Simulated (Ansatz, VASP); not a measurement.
## BN in VASP and in Ansatz

```
B N
1.0
     0.00000    1.84295    1.84295
     1.84295    0.00000    1.84295
     1.84295    1.84295    0.00000
B N
1 1
Direct
  0.00000 0.00000 0.00000
  0.25000 0.25000 0.25000
```

Change from the starting cell: volume scaled by 1.06, ions relaxed.

Alike in both runs: functional PBE; k mesh 14 × 14 × 14; occupations fermi-dirac, width 0.02 eV; no spin polarisation.

Ansatz relaxed the structure, and its values are those at the end. VASP's run is a single point on that final structure, the one shown.

```csv
,VASP,Ansatz
version,VASP 6.6.1,Ansatz 0.2.0
potentials or method,"VASP PAW PBE potentials, release 64 (B, N)","plane-wave PAW, scalar-relativistic"
plane-wave cutoff (eV),520,420
valence electrons in the cell,8,8
```

|  | VASP | Ansatz | Ansatz less VASP |
| --- | --- | --- | --- |
| gap on the k mesh at the Fermi level (eV) | 4.40 | 4.41 | +0.010 |
| pressure (GPa) | -16.9 | -17.0 | -0.09 |

The functional is the same, so the differences come from potentials, cutoffs and numerics. Ansatz warned: «stress_scf_threshold_loose».

Caveats: so large a pressure means that the cell lies far from this level's equilibrium, or that cutoff or potentials fall short (VASP). A k mesh can miss the band edges.
